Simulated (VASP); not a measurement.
# KTaO3 (Pm-3m) in VASP: band structure with rev-vdW-DF2

Aim: the band structure of KTaO3 with rev-vdW-DF2.

Everything below comes from runs of VASP 6.6.1. Logs are shortened: lines on timing, memory, paths and dates and some standing lists are left out, and cuts for length are marked.

## Step 1: The structure

It takes space group Pm-3m (No. 221, cubic). Conventional cell: a = 4.008 Å, b = 4.008 Å, c = 4.008 Å, α = 90.00°, β = 90.00°, γ = 90.00°. K (site symmetry m-3m) is surrounded by 12 O at 2.83 Å. Ta (site symmetry m-3m) has 6 O at 2.00 Å as nearest neighbours. Around O (site symmetry 4/mmm) lie 2 Ta at 2.00 Å.

## Step 2: Band structure, rev-vdW-DF2

Contents of INCAR:

```
PREC = Accurate ; ENCUT = 520
EDIFF = 1E-6 ; ISMEAR = 0
SIGMA = 0.03 ; LREAL = F
LASPH = T ; NELM = 80
ALGO = Fast ; ISIF = 2
LWAVE = F ; LCHARG = F
LMAXMIX = 4 ; GGA = MK
LUSE_VDW = T ; AGGAC = 0.0
PARAM1 = 0.1234 ; PARAM2 = 0.711357
ZAB_VDW = -1.8867 ; NBANDS = 27
ICORELEVEL = 1
```

Contents of KPOINTS:

```
regular mesh
0
Gamma
  8 8 8
```

Contents of POSCAR:

```
KTaO3                                   
1.0
    4.0075864804      0.0000000000      0.0000000000
    0.0000000000      4.0075864804      0.0000000000
    0.0000000000      0.0000000000      4.0075864804
  K               Ta              O             
     1     1     3
Direct
     0.5000000000000000    0.5000000000000000    0.5000000000000000
     0.0000000000000000    0.0000000000000000    0.0000000000000000
     0.5000000000000000    0.0000000000000000    0.0000000000000000
     0.0000000000000000    0.5000000000000000    0.0000000000000000
     0.0000000000000000    0.0000000000000000    0.5000000000000000
```

Contents of KPOINTS_OPT:

```
explicit points
64
Reciprocal
 0.0000000000  0.0000000000  0.0000000000 1
 0.0000000000  0.0555555556  0.0000000000 1
 0.0000000000  0.1111111111  0.0000000000 1
 0.0000000000  0.1666666667  0.0000000000 1
 0.0000000000  0.2222222222  0.0000000000 1
 0.0000000000  0.2777777778  0.0000000000 1
 0.0000000000  0.3333333333  0.0000000000 1
 0.0000000000  0.3888888889  0.0000000000 1
 0.0000000000  0.4444444444  0.0000000000 1
 0.0000000000  0.5000000000  0.0000000000 1
 0.0000000000  0.5000000000  0.0000000000 1
 0.0555555556  0.5000000000  0.0000000000 1
 0.1111111111  0.5000000000  0.0000000000 1
 0.1666666667  0.5000000000  0.0000000000 1
 0.2222222222  0.5000000000  0.0000000000 1
 0.2777777778  0.5000000000  0.0000000000 1
 0.3333333333  0.5000000000  0.0000000000 1
 0.3888888889  0.5000000000  0.0000000000 1
 0.4444444444  0.5000000000  0.0000000000 1
 0.5000000000  0.5000000000  0.0000000000 1
 0.5000000000  0.5000000000  0.0000000000 1
 0.4444444444  0.4444444444  0.0000000000 1
 0.3888888889  0.3888888889  0.0000000000 1
 0.3333333333  0.3333333333  0.0000000000 1
 0.2777777778  0.2777777778  0.0000000000 1
 0.2222222222  0.2222222222  0.0000000000 1
 0.1666666667  0.1666666667  0.0000000000 1
 0.1111111111  0.1111111111  0.0000000000 1
 0.0555555556  0.0555555556  0.0000000000 1
 0.0000000000  0.0000000000  0.0000000000 1
 0.0000000000  0.0000000000  0.0000000000 1
 0.0555555556  0.0555555556  0.0555555556 1
 0.1111111111  0.1111111111  0.1111111111 1
 0.1666666667  0.1666666667  0.1666666667 1
 0.2222222222  0.2222222222  0.2222222222 1
 0.2777777778  0.2777777778  0.2777777778 1
 0.3333333333  0.3333333333  0.3333333333 1
 0.3888888889  0.3888888889  0.3888888889 1
 0.4444444444  0.4444444444  0.4444444444 1
 0.5000000000  0.5000000000  0.5000000000 1
 0.5000000000  0.5000000000  0.5000000000 1
 0.4444444444  0.5000000000  0.4444444444 1
 0.3888888889  0.5000000000  0.3888888889 1
 0.3333333333  0.5000000000  0.3333333333 1
 0.2777777778  0.5000000000  0.2777777778 1
 0.2222222222  0.5000000000  0.2222222222 1
 0.1666666667  0.5000000000  0.1666666667 1
 0.1111111111  0.5000000000  0.1111111111 1
 0.0555555556  0.5000000000  0.0555555556 1
 0.0000000000  0.5000000000  0.0000000000 1
 0.5000000000  0.5000000000  0.0000000000 1
 0.5000000000  0.5000000000  0.0555555556 1
 0.5000000000  0.5000000000  0.1111111111 1
 0.5000000000  0.5000000000  0.1666666667 1
 0.5000000000  0.5000000000  0.2222222222 1
 0.5000000000  0.5000000000  0.2777777778 1
 0.5000000000  0.5000000000  0.3333333333 1
 0.5000000000  0.5000000000  0.3888888889 1
 0.5000000000  0.5000000000  0.4444444444 1
 0.5000000000  0.5000000000  0.5000000000 1
 0.0000000000  0.0000000000  0.0000000000 1
 0.5000000000  0.5000000000  0.0000000000 1
 0.5000000000  0.5000000000  0.5000000000 1
 0.0000000000  0.5000000000  0.0000000000 1
```

Potentials or basis: VASP PAW PBE potentials, release 64 (K_sv, Ta_pv, O).

The run is started by

```sh
$ cat potpaw_PBE.64/K_sv/POTCAR potpaw_PBE.64/Ta_pv/POTCAR potpaw_PBE.64/O/POTCAR > POTCAR
$ mpirun -np 1 vasp_std > vasp.out
```

OUTCAR:

```text
PREC = Accurate
   ENCUT = 520
   EDIFF = 1E-6
   ISMEAR = 0
   LREAL = F
   LASPH = T
   NELM = 80
   ISIF = 2
   GGA = MK

 ion  position               nearest neighbor table
   1  0.500  0.500  0.500-   3 2.83   4 2.83   5 2.83   3 2.83   4 2.83   3 2.83   5 2.83   3 2.83
                             4 2.83   5 2.83   4 2.83   5 2.83   2 3.47   2 3.47   2 3.47   2 3.47
   2  0.000  0.000  0.000-   3 2.00   4 2.00   5 2.00   5 2.00   4 2.00   3 2.00   1 3.47   1 3.47
                             1 3.47   1 3.47   1 3.47   1 3.47   1 3.47   1 3.47
   3  0.500  0.000  0.000-   2 2.00   2 2.00   1 2.83   1 2.83   1 2.83   1 2.83
   4  0.000  0.500  0.000-   2 2.00   2 2.00   1 2.83   1 2.83   1 2.83   1 2.83
   5  0.000  0.000  0.500-   2 2.00   2 2.00   1 2.83   1 2.83   1 2.83   1 2.83

  LATTYP: Found a simple cubic cell.
 ALAT       =     4.0075864804

  Lattice vectors:

 A1 = (   4.0075864804,   0.0000000000,   0.0000000000)
 A2 = (   0.0000000000,   4.0075864804,   0.0000000000)
 A3 = (   0.0000000000,   0.0000000000,   4.0075864804)

Analysis of symmetry for initial positions (statically):
=====================================================================
 Subroutine PRICEL returns:
 Original cell was already a primitive cell.

 Routine SETGRP: Setting up the symmetry group for a
 simple cubic supercell.

 Subroutine GETGRP returns: Found 48 space group operations
 (whereof 48 operations were pure point group operations)
 out of a pool of 48 trial point group operations.

The static configuration has the point symmetry O_h .

Analysis of symmetry for dynamics (positions and initial velocities):
=====================================================================
 Subroutine PRICEL returns:
 Original cell was already a primitive cell.

 Routine SETGRP: Setting up the symmetry group for a
 simple cubic supercell.

 Subroutine GETGRP returns: Found 48 space group operations
 (whereof 48 operations were pure point group operations)
 out of a pool of 48 trial point group operations.

The dynamic configuration has the point symmetry O_h .

 Subroutine INISYM returns: Found 48 space group operations
 (whereof 48 operations are pure point group operations),
 and found     1 'primitive' translations

----------------------------------------------------------------------------------------

                                     Primitive cell

  volume of cell :      64.3648

  direct lattice vectors                    reciprocal lattice vectors
     4.007586480  0.000000000  0.000000000     0.249526743  0.000000000  0.000000000
     0.000000000  4.007586480  0.000000000     0.000000000  0.249526743  0.000000000
     0.000000000  0.000000000  4.007586480     0.000000000  0.000000000  0.249526743

  length of vectors
     4.007586480  4.007586480  4.007586480     0.249526743  0.249526743  0.249526743

  position of ions in fractional coordinates (direct lattice)
     0.500000000  0.500000000  0.500000000
     0.000000000  0.000000000  0.000000000
     0.500000000  0.000000000  0.000000000
     0.000000000  0.500000000  0.000000000
     0.000000000  0.000000000  0.500000000

  ion indices of the primitive-cell ions
   primitive index   ion index
                 1           1
                 2           2
                 3           3
                 4           4
                 5           5

----------------------------------------------------------------------------------------

 KPOINTS: regular mesh

Automatic generation of k-mesh.
 Grid dimensions read from file:
 generate k-points for:    8    8    8

 Generating k-lattice:

  Cartesian coordinates                     Fractional coordinates (reciprocal lattice)
     0.031190843  0.000000000  0.000000000     0.125000000  0.000000000  0.000000000
     0.000000000  0.031190843  0.000000000     0.000000000  0.125000000  0.000000000
     0.000000000  0.000000000  0.031190843     0.000000000  0.000000000  0.125000000

  Length of vectors
     0.031190843  0.031190843  0.031190843

  Shift w.r.t. Gamma in fractional coordinates (k-lattice)
     0.000000000  0.000000000  0.000000000

 Subroutine IBZKPT returns following result:
 ===========================================

 Found     35 irreducible k-points:

 Following reciprocal coordinates:
            Coordinates               Weight
  0.000000  0.000000  0.000000      1.000000
  0.125000  0.000000  0.000000      6.000000
  0.250000  0.000000  0.000000      6.000000
  0.375000  0.000000  0.000000      6.000000
  0.500000  0.000000  0.000000      3.000000
  0.125000  0.125000  0.000000     12.000000
[... 16 lines left out ...]
  0.375000  0.375000  0.125000     24.000000
  0.500000  0.375000  0.125000     24.000000
 [... further k-points ...]
   k-points           NKPTS =     35   k-points in BZ     NKDIM =     35   number of bands    NBANDS=     27
   number of dos      NEDOS =    301   number of ions     NIONS =      5
   total plane-waves  NPLWV =  27000
   dimension x,y,z NGX =    30 NGY =   30 NGZ =   30
   dimension x,y,z NGXF=    60 NGYF=   60 NGZF=   60
   ions per type =               1   1   3
   NGX,Y,Z   is equivalent  to a cutoff of  12.44, 12.44, 12.44 a.u.
   NGXF,Y,Z  is equivalent  to a cutoff of  24.89, 24.89, 24.89 a.u.
 SYSTEM =  unknown system
   PREC   = accura    normal or accurate (medium, high low for compatibility)
   ISTART =      0    job   : 0-new  1-cont  2-samecut
   ICHARG =      2    charge: 1-file 2-atom 10-const
   ISPIN  =      1    spin polarized calculation?
   LNONCOLLINEAR =      F non collinear calculations
   LSORBIT =      F    spin-orbit coupling
   LASPH  =      T    aspherical Exc in radial PAW
   ENCUT  =  520.0 eV  38.22 Ry    6.18 a.u.   7.45  7.45  7.45*2*pi/ulx,y,z
   NELM   =     80;   NELMIN=  2; NELMDL= -5     # of ELM steps
   EDIFF  = 0.1E-05   stopping-criterion for ELM
   LREAL  =      F    real-space projection
   EDIFFG = 0.1E-04   stopping-criterion for IOM
   NSW    =      0    number of steps for IOM
   IBRION =     -1    ionic relax: 0-MD 1-quasi-New 2-CG
   NFREE  =      0    steps in history (QN), initial steepest desc. (CG)
   ISIF   =      2    stress and relaxation
   ISYM   =      2    0-nonsym 1-usesym 2-fastsym
   POTIM  = 0.5000    time-step for ionic-motion
   TEBEG  =    0.0;   TEEND  =   0.0 temperature during run
   PSTRESS=    0.0 pullay stress
   NELECT =      38.0000    total number of electrons
   NUPDOWN=      -1.0000    fix difference up-down
   EMIN   =  10.00;   EMAX   =-10.00  energy-range for DOS
   EFERMI =   0.00;   METHOD = LEGACY
   ISMEAR =     0;   SIGMA  =   0.03  broadening in eV -4-tet -1-fermi 0-gaus
   EFERMI_NEDOS =   21; number of points for ismear=-14 and -15
   IALGO  =     68    algorithm
   IMIX   =      4    mixing-type and parameters
     AMIX     =   0.40;   BMIX     =  1.00
     AMIX_MAG =   1.60;   BMIX_MAG =  1.00
  volume/ion in A,a.u.               =      12.87        86.87
  Fermi-wavevector in a.u.,A,eV,Ry     =   1.373367  2.595286 25.662433  1.886136
  Thomas-Fermi vector in A             =   2.498890
   LORBIT       =      0    0 simple, 1 ext, 2 COOP (PROOUT), +10 PAW based schemes
   GGA     = MK    functional components
   LHFCALC =     F    Hartree Fock is set to
   AEXX    =    0.0000 exact exchange contribution
   IVDW_NL    =     1    kernel type
   BPARAM     = 6.3000
   IVDW    =     0    specifies the selected vdW correction
   LEPSILON=     F    determine dielectric tensor
   LRPA    =     F    only Hartree local field effects (RPA)
 non-spin polarized calculation
 RMM-DIIS sequential band-by-band and
 Gauss-broadening in eV      SIGMA  =   0.03
  energy-cutoff  :      520.00
  volume of cell :       64.36
 maximum number of plane-waves:      1763
 NGX is ok and might be reduce to    30
   NGX = 15   NGY = 15   NGZ = 15

 number of electron      37.9999977 magnetization

 Free energy of the ion-electron system (eV)
  ---------------------------------------------------
  ext. energy  EPLUGINS =         0.00000000
  ---------------------------------------------------
  free energy    TOTEN  =       -33.21638794 eV

  energy without entropy =      -33.21638794  energy(sigma->0) =      -33.21638794

 the core state eigenenergies are
   1-  1s  -3511.9073  2s   -343.2418  2p   -269.9460
   2-  1s -67336.2116  2s -11562.0518  2p -10129.2252  3s  -2643.5361  3p  -2217.5777
       3d  -1721.3250  4s   -533.5246  4p   -393.8353  4d   -215.2212  4f    -17.8227
       5s    -65.8738
   3-  1s   -501.9852
   4-  1s   -501.9852
   5-  1s   -501.9852

 E-fermi :   1.7190     XC(G=0): -10.9873

 val. band max:        1.5470536923   @ k =   0.5000   0.5000   0.5000
 cond. band min:       3.6737022309   @ k =   0.0000   0.0000   0.0000
 fundamental gap:      2.1266485386
 Fermi energy:         1.7190076086

 k-point     1 :       0.0000    0.0000    0.0000
  band No.  band energies     occupation
      1     -32.6611      2.00000
      2     -32.6611      2.00000
      3     -32.6611      2.00000
      4     -25.6567      2.00000
      5     -15.8468      2.00000
      6     -15.1325      2.00000
[... 19 lines left out ...]
     26       9.5038      0.00000
     27       9.5038      0.00000
[... 238 lines left out ...]
     26      11.0961      0.00000
     27      12.5251      0.00000

 k-point    10 :       0.2500    0.2500    0.0000
  band No.  band energies     occupation
      1     -32.7011      2.00000
      2     -32.7004      2.00000
      3     -32.6579      2.00000
      4     -25.6334      2.00000
      5     -15.5560      2.00000
      6     -14.8644      2.00000
      7     -14.7578      2.00000
      8      -9.2820      2.00000
      9      -9.2322      2.00000
     10      -9.1839      2.00000
     11      -2.3535      2.00000
     12      -2.2616      2.00000

------------------------ aborting loop because EDIFF is reached ----------------------------------------

  FORCE on cell =-STRESS in cart. coord.  units (eV):
  Direction    XX          YY          ZZ          XY          YZ          ZX
  --------------------------------------------------------------------------------------
  -------------------------------------------------------------------------------------
  Total        0.0396946      0.0396946      0.0396946     -0.0000000      0.0000000     -0.0000000
  in kB        0.9880816      0.9880816      0.9880816     -0.0000000      0.0000000     -0.0000000
  external PRESSURE =       0.9880816 kB  Pullay stress =       0.0000000 kB

 VOLUME and BASIS-vectors are now :
 -----------------------------------------------------------------------------
  energy-cutoff  :      520.00
  volume of cell :       64.36
      direct lattice vectors                 reciprocal lattice vectors
     4.007586480  0.000000000  0.000000000     0.249526743  0.000000000  0.000000000
     0.000000000  4.007586480  0.000000000     0.000000000  0.249526743  0.000000000
     0.000000000  0.000000000  4.007586480     0.000000000  0.000000000  0.249526743

 POSITION                                       TOTAL-FORCE (eV/Angst)
 -----------------------------------------------------------------------------------
      2.00379      2.00379      2.00379         0.000000      0.000000      0.000000
      0.00000      0.00000      0.00000         0.000000      0.000000      0.000000
      2.00379      0.00000      0.00000         0.000000      0.000000      0.000000
      0.00000      2.00379      0.00000         0.000000      0.000000      0.000000
      0.00000      0.00000      2.00379         0.000000      0.000000      0.000000
 -----------------------------------------------------------------------------------
    total drift:                                0.000000     -0.000000      0.000000

  FREE ENERGIE OF THE ION-ELECTRON SYSTEM (eV)
  ---------------------------------------------------
  free  energy   TOTEN  =       -33.2163879379 eV

  energy  without entropy=      -33.2163879379  energy(sigma->0) =      -33.21638794

Total vdW correction in eV:      6.3619497
```

Run time: 2.5 min. Hardware: 1 thread of AMD EPYC 7R13 (Zen 3), shared host; peak memory 0.36 GiB.

What came out:

```yaml
Free_energy: -33.2164 eV
Pressure: 0.1 GPa
Band_gap_on_the_k_mesh: 2.13 eV, indirect (least direct gap 2.75 eV)
Band_gap_along_the_path: 2.13 eV, indirect (least direct gap 2.75 eV)
```

Levels at the corners of the path, in eV from the valence-band top:
| point | band 17 | band 18 | band 19 | band 20 | band 21 | band 22 |
| --- | --- | --- | --- | --- | --- | --- |
| Γ | -0.62 | -0.62 | -0.62 | 2.13 | 2.13 | 2.13 |
| X | -1.49 | -0.85 | -0.85 | 2.28 | 4.90 | 4.90 |
| X | -1.49 | -0.85 | -0.85 | 2.28 | 4.90 | 4.90 |
| M | -1.42 | -1.42 | -0.04 | 4.94 | 4.94 | 6.18 |
| M | -1.42 | -1.42 | -0.04 | 4.94 | 4.94 | 6.18 |
| Γ | -0.62 | -0.62 | -0.62 | 2.13 | 2.13 | 2.13 |
| Γ | -0.62 | -0.62 | -0.62 | 2.13 | 2.13 | 2.13 |
| R | 0.00 | 0.00 | 0.00 | 6.31 | 6.31 | 6.31 |
| R | 0.00 | 0.00 | 0.00 | 6.31 | 6.31 | 6.31 |
| X | -1.49 | -0.85 | -0.85 | 2.28 | 4.90 | 4.90 |
| M | -1.42 | -1.42 | -0.04 | 4.94 | 4.94 | 6.18 |
| R | 0.00 | 0.00 | 0.00 | 6.31 | 6.31 | 6.31 |

Core levels (eV, on the scale of the bands):
```csv
atom,levels
1 K,"1s -3511.9, 2s -343.2, 2p -269.9"
2 Ta,"1s -67336.2, 2s -11562.1, 2p -10129.2, 3s -2643.5, 3p -2217.6, 3d -1721.3, 4s -533.5, 4p -393.8, 4d -215.2, 4f -17.8, 5s -65.9"
3 O,1s -502.0
4 O,1s -502.0
5 O,1s -502.0
```

Caveat: the PAW data sets were made with another functional, which shifts forces and pressure a little; spin-orbit coupling is left out, which moves the levels of the heavy elements.
